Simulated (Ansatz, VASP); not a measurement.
Bi: VASP beside Ansatz

File INCAR:

```
ALGO = Normal ; EDIFF = 1E-7
ENCUT = 520 ; GGA = PE
GGA_COMPAT = F ; ISIF = 2
ISMEAR = 1 ; LASPH = T
LCHARG = F ; LORBIT = 11
LORBMOM = T ; LREAL = F
LSORBIT = T ; LWAVE = F
MAGMOM = 0.5 0 0 ; NBANDS = 26
NELM = 150 ; PREC = Accurate
SIGMA = 0.025
```

File KPOINTS:

```
k-points
0
Gamma
  7 7 7
```

POSCAR

```
Bi
1.0
   -1.9814305318      1.9814305318      1.9814305318
    1.9814305318     -1.9814305318      1.9814305318
    1.9814305318      1.9814305318     -1.9814305318
Bi
1
Direct
    0.0000000000      0.0000000000      0.0000000000
```

File input.yaml:

```yaml
crystal:
  lattice:
    - [-1.9814305318, 1.9814305318, 1.9814305318]
    - [1.9814305318, -1.9814305318, 1.9814305318]
    - [1.9814305318, 1.9814305318, -1.9814305318]
  atoms:
    - { symbol: Bi, position: [0.0, 0.0, 0.0], spin: 0.5, spin_axis: [1.0, 0.0, 0.0] }
kpoints:
  mp_grid: { grid: [7, 7, 7] }
scf:
  occupations: { method: cold, width: 0.025 }
hamiltonian:
  xc: pbe
  pseudopotentials: { kind: all_electron, lapw: { basis_error: 0.001 } }
magnetization:
  noncollinear: true
  spin_orbit: true
output:
  forces: true
  stress: true
  eigenvalues: true
  populations: true
```

This isn't the form of Bi at room conditions, which is rhombohedral.

Alike in both runs: functional PBE; k mesh 7 × 7 × 7; non-collinear spin, spin-orbit coupling.

|  | VASP | Ansatz |
| --- | --- | --- |
| version | VASP 6.6.1 | Ansatz 0.2.0 |
| potentials or method | VASP PAW PBE potentials, release 64 (Bi_d) | all-electron LAPW, relativistic spinors |
| plane-wave cutoff (eV) | 520 | see its input |
| occupations | methfessel-paxton of order 1, width 0.025 eV | cold, width 0.025 eV |
| task | single point | atomic charges |

```csv
,VASP,Ansatz,Ansatz less VASP
gap on the k mesh at the Fermi level (eV),none,none,-
pressure (GPa),2.3,2.5,+0.19
net moment per atom (μB),0.00,0.00,-0.001
```

A gap of «none» marks a metal or a gap that the smearing closes. Ansatz ran all-electron here, so the differences hold the error of VASP's frozen core and of both bases.

Caveats: the k mesh is thin for a metal, which can move the energy by tens of meV per atom (Ansatz); the starting moments weren't kept (Ansatz).
